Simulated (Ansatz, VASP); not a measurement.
# One calculation of Sb, two programs

INCAR

```
SYSTEM = Sb
ALGO = Normal
EDIFF = 1E-8
ENCUT = 520
GGA = PE
ISIF = 2
ISMEAR = -1
LASPH = .TRUE.
LCHARG = .FALSE.
LEFG = .TRUE.
LREAL = .FALSE.
LWAVE = .FALSE.
NBANDS = 12
NELM = 60
PREC = Accurate
SIGMA = 0.03
```

File KPOINTS:

```
k-points
0
G
  12 12 7
  0 0 0
```

The input POSCAR:

```
Sb
1.0
    3.3118874482      0.0000000000      0.0000000000
   -1.6559437241      2.8681786646      0.0000000000
    0.0000000000      0.0000000000      5.2396435614
Sb
2
Direct
    0.3333333333      0.6666666667      0.2500000000
    0.6666666667      0.3333333333      0.7500000000
```

Input for Ansatz:

```yaml
crystal:
  lattice:
    - [3.3118874482, 0.0, 0.0]
    - [-1.6559437241, 2.8681786646, 0.0]
    - [0.0, 0.0, 5.2396435614]
  atoms:
    - { symbol: Sb, position: [0.3333333333, 0.6666666667, 0.25] }
    - { symbol: Sb, position: [0.6666666667, 0.3333333333, 0.75] }
kpoints:
  mp_grid: { grid: [12, 12, 7] }
scf:
  occupations: { method: fermi_dirac, width: 0.03 }
hamiltonian:
  xc: pbe
  pseudopotentials: { kind: all_electron, datasets: crystal }
output:
  forces: true
  stress: true
  eigenvalues: true
  efg: { contact_densities: true }
```

Change from the starting cell: volume scaled by 0.95, crystal datasets.

Alike in both runs: task electric field gradients; functional PBE; k mesh 12 × 12 × 7; occupations fermi-dirac, width 0.03 eV; no spin polarisation.

|  | VASP | Ansatz |
| --- | --- | --- |
| version | VASP 6.6.1 | Ansatz 0.2.0 |
| potentials or method | VASP PAW PBE potentials, release 64 (Sb) | all-electron PAW with datasets made for the crystal, scalar-relativistic |
| plane-wave cutoff (eV) | 520 | see its input |

Ansatz gave:

- pressure (GPa): 7.2
- largest component of the traceless stress (GPa): 0.93
- Vzz of the field gradient on the site that differs most (V/Å²): 19.1

Problem. Estimate VASP's values.

Solution. Pressure (GPa): 7.1; largest component of the traceless stress (GPa): 0.93; Vzz of the field gradient on the site that differs most (V/Å²): 17.7.

Ansatz ran all-electron here, so the differences hold the error of VASP's frozen core and of both bases. Ansatz warned: «gradients_without_spin_orbit».

Spin-orbit coupling is left out, which matters for the levels of Sb.
